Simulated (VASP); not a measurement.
# GaSb (F-43m) in VASP: notebook, part 2 of 2

VASP 6.6.1.

## Step 4: Single point, PBE

This run uses another cell than the first one, of 28.82 Å³/atom, 0.958 times its volume.

INCAR

```
ALGO = Normal
EDIFF = 1E-6
ENCUT = 520
GGA = PE
ISIF = 2
ISMEAR = -1
LASPH = True
LCHARG = False
LREAL = False
LWAVE = False
NBANDS = 16
NELM = 100
PREC = Accurate
SIGMA = 0.02
```

KPOINTS

```
k-points
0
Gamma
  8 8 8
```

POSCAR

```
GaSb
1.0
    0.0000000000      3.0658848228      3.0658848228
    3.0658848228      0.0000000000      3.0658848228
    3.0658848228      3.0658848228      0.0000000000
Ga Sb
1 1
Direct
    0.0000000000      0.0000000000      0.0000000000
    0.2500000000      0.2500000000      0.2500000000
```

Potentials or basis: VASP PAW PBE potentials, release 64 (Ga_d, Sb).

On the command line:

```
cat potpaw_PBE.64/Ga_d/POTCAR potpaw_PBE.64/Sb/POTCAR > POTCAR
mpirun -np 1 vasp_std > vasp.out
```

OUTCAR:

```text
EDIFF = 1E-6
   ENCUT = 520
   GGA = PE
   ISIF = 2
   ISMEAR = -1
   LASPH = True
   LREAL = False
   NELM = 100
   PREC = Accurate

 ion  position               nearest neighbor table
   1  0.000  0.000  0.000-   2 2.66   2 2.66   2 2.66   2 2.66
   2  0.250  0.250  0.250-   1 2.66   1 2.66   1 2.66   1 2.66

  LATTYP: Found a face centered cubic cell.
 ALAT       =     6.1317696456

  Lattice vectors:

 A1 = (   0.0000000000,   3.0658848228,   3.0658848228)
 A2 = (   3.0658848228,   0.0000000000,   3.0658848228)
 A3 = (   3.0658848228,   3.0658848228,   0.0000000000)

Analysis of symmetry for initial positions (statically):
=====================================================================
 Subroutine PRICEL returns:
 Original cell was already a primitive cell.

 Routine SETGRP: Setting up the symmetry group for a
 face centered cubic supercell.

 Subroutine GETGRP returns: Found 24 space group operations
 (whereof 24 operations were pure point group operations)
 out of a pool of 48 trial point group operations.

The static configuration has the point symmetry T_d .

[... 157 lines left out ...]
  energy without entropy =       -7.35112967  energy(sigma->0) =       -7.35121672

 E-fermi :   4.8219     XC(G=0):  -9.0588

 val. band max:        4.8024667548   @ k =   0.0000   0.0000   0.0000
 cond. band min:       5.1917329673   @ k =   0.5000   0.0000   0.0000
 fundamental gap:      0.3892662125
 Fermi energy:         4.8218524910

 k-point     1 :       0.0000    0.0000    0.0000
  band No.  band energies     occupation
      1     -10.2190      2.00000
      2     -10.2190      2.00000
      3     -10.2190      2.00000
      4     -10.1703      2.00000
      5     -10.1703      2.00000
      6      -6.6272      2.00000
[... 433 lines left out ...]
      3     -10.2026      2.00000
      4     -10.1733      2.00000
      5     -10.1701      2.00000
      6      -4.6697      2.00000
[... 8 lines left out ...]
     15      14.4481      0.00000
     16      14.9442      0.00000

 [... further k-points ...]

------------------------ aborting loop because EDIFF is reached ----------------------------------------

  FORCE on cell =-STRESS in cart. coord.  units (eV):
  Direction    XX          YY          ZZ          XY          YZ          ZX
  --------------------------------------------------------------------------------------
  -------------------------------------------------------------------------------------
  Total        0.7366521      0.7366521      0.7366521     -0.0000000      0.0000000     -0.0000000
  in kB       20.4774327     20.4774327     20.4774327     -0.0000000      0.0000000     -0.0000000
  external PRESSURE =      20.4774327 kB  Pullay stress =       0.0000000 kB

 VOLUME and BASIS-vectors are now :
 -----------------------------------------------------------------------------
  energy-cutoff  :      520.00
  volume of cell :       57.64
      direct lattice vectors                 reciprocal lattice vectors
     0.000000000  3.065884823  3.065884823    -0.163085057  0.163085057  0.163085057
     3.065884823  0.000000000  3.065884823     0.163085057 -0.163085057  0.163085057
     3.065884823  3.065884823  0.000000000     0.163085057  0.163085057 -0.163085057

 POSITION                                       TOTAL-FORCE (eV/Angst)
 -----------------------------------------------------------------------------------
      0.00000      0.00000      0.00000        -0.000000     -0.000000      0.000000
      1.53294      1.53294      1.53294         0.000000      0.000000     -0.000000
 -----------------------------------------------------------------------------------
    total drift:                                0.000002      0.000002      0.000002

  FREE ENERGIE OF THE ION-ELECTRON SYSTEM (eV)
  ---------------------------------------------------
  free  energy   TOTEN  =        -7.3513037686 eV

  energy  without entropy=       -7.3511296659  energy(sigma->0) =       -7.35121672
```

OSZICAR:

```text
N       E                     dE             d eps       ncg     rms          rms(c)
DAV:   1     0.838074322319E+02    0.83807E+02   -0.85460E+03   936   0.137E+03
DAV:   2    -0.772582631470E+00   -0.84580E+02   -0.81808E+02  1112   0.302E+02
DAV:   3    -0.728272569326E+01   -0.65101E+01   -0.64968E+01  1096   0.654E+01
DAV:   4    -0.740249176822E+01   -0.11977E+00   -0.11975E+00  1192   0.101E+01
DAV:   5    -0.740518730729E+01   -0.26955E-02   -0.26955E-02  1200   0.132E+00    0.315E+00
DAV:   6    -0.736249439408E+01    0.42693E-01   -0.62574E-02  1328   0.389E+00    0.189E+00
DAV:   7    -0.734977603287E+01    0.12718E-01   -0.37518E-02  1072   0.155E+00    0.348E-01
DAV:   8    -0.735076315393E+01   -0.98712E-03   -0.42867E-03  1224   0.738E-01    0.831E-02
DAV:   9    -0.735125174064E+01   -0.48859E-03   -0.66897E-04  1088   0.197E-01    0.329E-02
DAV:  10    -0.735128176032E+01   -0.30020E-04   -0.36244E-05  1216   0.380E-02    0.894E-03
DAV:  11    -0.735130306894E+01   -0.21309E-04   -0.29883E-05  1040   0.365E-02    0.631E-03
DAV:  12    -0.735130376857E+01   -0.69963E-06   -0.13329E-06  1184   0.894E-03
   1 F= -.73513038E+01 E0= -.73512167E+01  d E =-.174103E-03
```

Wall time 18 s (1 thread of Intel Xeon Platinum 8259CL at 2.50GHz (Skylake/Cascade Lake), shared host); peak memory 0.18 GiB.

What came out:

| Item | Value |
| --- | --- |
| Free energy | -7.3513 eV |
| Pressure | 2.0 GPa |
| Band gap on the k mesh | zero (filled and empty bands touch) |

Caveat: spin-orbit coupling is left out, which moves the levels of the heavy elements.

## Step 5: Overview

| level | cell | k mesh | gap on the mesh (eV) | pressure (GPa) |
| --- | --- | --- | --- | --- |
| PBE | a = 4.398 Å, angles 60.0°, 2 atoms | 6 × 6 × 6 | none | 0.0 |
| r2SCAN | a = 4.336 Å, angles 60.0°, 2 atoms | 6 × 6 × 6 | 0.40 | 0.1 |
| PBE | a = 4.336 Å, angles 60.0°, 2 atoms | 8 × 8 × 8 | none | 2.0 |

Alike in all rows: task single point; potentials or basis VASP PAW PBE potentials, release 64 (Ga_d, Sb); no spin polarisation; cutoff (eV) 520; smearing fermi-dirac 0.02 eV.

Caveats: spin-orbit coupling is left out, which moves the levels of the heavy elements; the PAW data sets were made with another functional, which shifts forces and pressure a little (some runs).

Total energies depend on the potentials used, so only differences within one code and one set of settings carry meaning.

## Step 6: Against experiment

Step 2. Measured gap of GaSb: 0.811 eV (direct; 4.2 K; a printed reference work, data compilation). This calculation gives 0.00 eV (-0.81 eV). Spin-orbit coupling on Ga, Sb is left out. The value is that of PBE on a finite k mesh, which can miss the band edges, without temperature or zero-point motion. Semilocal functionals fall short of measured gaps as a rule.

Step 3. Measured gap of GaSb: 0.811 eV (direct; 4.2 K; a printed reference work, data compilation). This calculation gives 0.40 eV (-0.41 eV). Spin-orbit coupling on Ga, Sb is left out. The value is that of r2SCAN on a finite k mesh, which can miss the band edges, without temperature or zero-point motion.

Step 4. Measured gap of GaSb: 0.811 eV (direct; 4.2 K; a printed reference work, data compilation). This calculation gives 0.00 eV (-0.81 eV). Spin-orbit coupling on Ga, Sb is left out. The value is that of PBE on a finite k mesh, which can miss the band edges, without temperature or zero-point motion. Semilocal functionals fall short of measured gaps as a rule.
